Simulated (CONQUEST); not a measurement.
## ZrC in CONQUEST: convergence with smearing width

Input of the first run (smearing width 0.4 eV); the others differ in this setting and in those tied to it:

The input Conquest_input:

```
IO.Title ZrC
IO.Coordinates coords.dat
IO.FractionalAtomicCoords T
IO.Iprint 2
IO.Iprint_init 1
General.NumberOfSpecies 2
General.PseudopotentialType hamann
AtomMove.TypeOfRun static
AtomMove.FullStress T
Grid.GridCutoff 120
DM.SolutionMethod diagon
Diag.MPMesh T
Diag.GammaCentred T
Diag.MPMeshX 8
Diag.MPMeshY 8
Diag.MPMeshZ 6
Diag.kT 0.01469973
minE.SCTolerance 1e-6
Diag.SmearingType 1
Diag.MPOrder 1
SC.MaxIters 100
IO.AtomChargeOutput T
%block ChemicalSpeciesLabel
1 91.220 Zr
2 12.010 C
%endblock
```

Contents of coords.dat:

```
    6.3204064840     0.0000000000     0.0000000000
    0.0000000000     6.3204064840     0.0000000000
    0.0000000000     0.0000000000     8.9384045695
4
  0.4997750000   0.5110980000   0.0197460000 1 T T T
  0.9997750000   0.0110980000   0.5197460000 1 T T T
  0.4538250000   0.5130490000   0.5261420000 2 T T T
  0.9538250000   0.0130490000   0.0261420000 2 T T T
```

Potentials or basis: PseudoDojo NC PBEsol, SZP, grid cutoff 120 Ha.

Launch:

```sh
$ OMP_NUM_THREADS=1 Conquest
```

The cell isn't the ideal one: atoms moved at random.

Hardware: 1 thread of AMD EPYC 9B45 (Zen 5), with other jobs on the host.

| smearing width | energy less the tightest run (meV/atom) | largest force (eV/Å) | SCF cycles | CPU time (s) | peak memory (GiB) |
| --- | --- | --- | --- | --- | --- |
| 0.4 eV | 1.07 | 1.130 | 7 | 44 | 0.51 |
| 0.3 eV | 0.45 | 1.126 | 7 | 44 | 0.51 |
| 0.2 eV | 0.12 | 1.123 | 7 | 44 | 0.51 |
| 0.1 eV | 0.01 | 1.121 | 7 | 44 | 0.51 |
| 0.05 eV | 0.02 | 1.114 | 7 | 45 | 0.51 |
| 0.025 eV | 0.01 | 1.107 | 7 | 47 | 0.51 |
| 0.01 eV | 0.00 | 1.107 | 7 | 51 | 0.51 |
| 0.005 eV | 0.00 | 1.107 | 7 | 58 | 0.51 |

Against the tightest run, the energy stays within 1 meV/atom from 0.3 eV on; the largest force stays within 0.005 eV/Å from 0.025 eV on. Narrower smearing needs a denser k mesh, so at a fixed mesh the narrowest width isn't the most accurate. The tightest run that finished is the yardstick and may itself not be fully converged.

Caveat, for the tightest run too: the atomic basis is small.
